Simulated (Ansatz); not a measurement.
# Ansatz 0.2.0, settings compared: BaTiO₃

The input file (Ansatz 0.2.0, plane waves):

```yaml
crystal:
  lattice:
    - [-3.98923113, 0.0, 0.0]
    - [0.0, -2.84164821, 2.85136924]
    - [0.0, 2.84164821, 2.85136924]
  atoms:
    - { symbol: Ba, position: [0.0, 0.0, 0.0] }
    - { symbol: Ti, position: [0.5, 0.5143, 0.5143] }
    - { symbol: O, position: [0.0, 0.489, 0.489] }
    - { symbol: O, position: [0.5, 0.99223, 0.50443] }
    - { symbol: O, position: [0.5, 0.50443, 0.99223] }
  symmetry: { tolerance: 0.0003 }
kpoints:
  mp_grid: { grid: [5, 5, 5], shift: [0, 0, 0] }
magnetization:
  spin_polarized: false
scf:
  occupations: { method: fermi_dirac, width: 0.114 }
hamiltonian:
  pseudopotentials: { kind: paw }
  xc: pbesol
basis:
  ecutwfc: 420
output:
  forces: true
  stress: true
  eigenvalues: true
```

Run with:

```bash
ansatz run input.yaml --threads 1 --pin off --max-ram 2560MiB --backend cpu --events-out ev --progress --plain --runs-dir out
```

Origin of the cell: a database entry, scaled a little.

Output of this run (shortened):

```
Pseudopotentials: kind: paw
Pseudopotential: Ba, paw, valence charge 10, recommended cutoff 420 eV (normal), Ba.paw.azcp
Pseudopotential: Ti, paw, valence charge 12, recommended cutoff 420 eV (normal), Ti.paw.azcp
Pseudopotential: O, paw, valence charge 6, recommended cutoff 420 eV (normal), O.paw.azcp
Functional definition: PBEsol
  exchange = pbesol_x
  correlation = pbesol_c
Crystal: 5 atoms, lattice volume = 64.646 Å³
Basis set: ecut = 420 eV, 1277 PW (Γ), exchange–correlation on 54×54×54 points (8 copies of the dense FFT grid, shifted against one another)
Bands: 25, of which v1, the nominal top of the filled ones, is band 20 counted from 1 (19 counted from 0)
Symmetry: 4 space group operations
Space group: Amm2 (ITA 38), of the structure as read, at distance tolerance 1.2e-3 Å
k-points: 27 of 125 (time reversal used)
[… 8 lines left out …]
Initial density: superposition of atomic densities (neutral atoms: chi_scale 0, normalization atom), corrected by the library's trained network
Functional: x = pbesol(κ = 0.804, μ = 0.123457), c = pbesol(β = 0.046)
SCF iter   1: F=—  HF=-10027.472749 eV  Δρ=1.72e-2  dr2=1.66e-1
SCF iter   2: F=—  HF=-10027.439449 eV  Δρ=4.44e-3  dr2=1.55e-2
SCF iter   3: F=—  HF=-10027.437591 eV  Δρ=1.49e-3  dr2=1.81e-3
SCF iter   4: F=—  HF=-10027.437366 eV  Δρ=1.50e-4  dr2=1.65e-5
SCF iter   5: F=—  HF=-10027.437181 eV  Δρ=2.91e-5  dr2=5.13e-7
SCF iter   6: F=-10027.437182 eV  HF=-10027.437182 eV  Δρ=8.09e-6  dr2=3.11e-8
SCF 1 converged in 6 iterations: F = -10027.437182 eV  dr2 = 3.11e-8
SCF converged after 6 iterations
Free energy (F): -10027.437182 eV
Harris-Foulkes:  -10027.437182 eV  (|F-HF|=7.13e-9)
Internal energy: -10027.437101 eV  (E = F + TS)
E sigma→0 (E₀):  -10027.437141 eV
Entropy (-TS):   -0.000081 eV (-0.016 meV/atom)
Fermi energy:    11.035725 eV
--- Per-component energies (eV) ---
  E_band       = -148.449469
  E_kinetic    = 966.059072
  E_local      = -2106.622770  (includes V_loc(G=0)·N_el)
  E_nonlocal   = 206.862091
  E_hartree    = 818.481691
  E_xc         = -485.752852
  E_vxc        = -542.430205  (∫ρ·V_xc dr)
  E_paw        = -6616.525240  (= ΣΔE_a)
  E_vpaw       = -309.289314  (= ΣTr[D̂ρ^β])
  E_aug_tail   = 0.007351  (compensation charges beyond the density's cutoff)
  E_ewald      = -2810.343125
  E_core_change = 0.396681  (= ΣΔE_core)
  E_smearing   = -0.000081  (= −TS)
  Σ components = -10027.437182   (vs F -10027.437182, Δ=0.00e0)
--- Forces (eV/Å), atoms counted from 1 ---
  atom   1  Ba     0.000000     0.000000     0.196339
  atom   2  Ti     0.000000    -0.000000     0.226917
  atom   3  O      0.000000    -0.000000     0.177798
  atom   4  O     -0.000000     0.085138    -0.300545
  atom   5  O     -0.000000    -0.085138    -0.300545
  max |Σ_I F_I| component: 3.79e-5 eV/Å
--- Stress (GPa, compression-positive) ---
       -4.425485      -0.000000      -0.000000
       -0.000000      -4.360993       0.000000
       -0.000000       0.000000      -4.992794
  P = ⅓ Tr σ = -4.5931 GPa (-45.931 kbar)
```

The same input was run again with these changes:

1. `kpoints.mp_grid.grid` [5, 5, 5] → [4, 4, 4]
2. `scf.convergence.dr2_threshold` default → 1.0e-06
3. `scf.eigensolver.kind` default → davidson; `scf.algorithm` default → density_mixing; `scf.initial_density.chi_scale` default → 0.3
4. `kpoints.mp_grid.grid` [5, 5, 5] → [8, 8, 8]; `crystal.symmetry` { tolerance: 0.0003 } → { detect: false }

```json
{"run": "base", "end": "converged", "SCF iterations": "6", "P (GPa)": "-4.59", "max force component (eV/Å)": "0.301", "moment (μB)": "–", "ΔE(σ→0) (meV/atom)": "0"}
{"run": "1", "end": "converged", "SCF iterations": "6", "P (GPa)": "-4.57", "max force component (eV/Å)": "0.323", "moment (μB)": "–", "ΔE(σ→0) (meV/atom)": "1.70"}
{"run": "2", "end": "converged", "SCF iterations": "6", "P (GPa)": "-4.59", "max force component (eV/Å)": "0.301", "moment (μB)": "–", "ΔE(σ→0) (meV/atom)": "0.00"}
{"run": "3", "end": "converged", "SCF iterations": "10", "P (GPa)": "-4.59", "max force component (eV/Å)": "0.300", "moment (μB)": "–", "ΔE(σ→0) (meV/atom)": "0.00"}
{"run": "4", "end": "converged", "SCF iterations": "6", "P (GPa)": "-4.59", "max force component (eV/Å)": "0.294", "moment (μB)": "–", "ΔE(σ→0) (meV/atom)": "-0.24"}
```

Energies are compared only where functional, datasets, charge and starting cell are the same.

Run 2: the SCF threshold is loose for forces.

The base run took 9 s on 1 thread of Arm Neoverse N1, with other jobs on the host, peak memory 0.36 GiB, from the program's own first density.
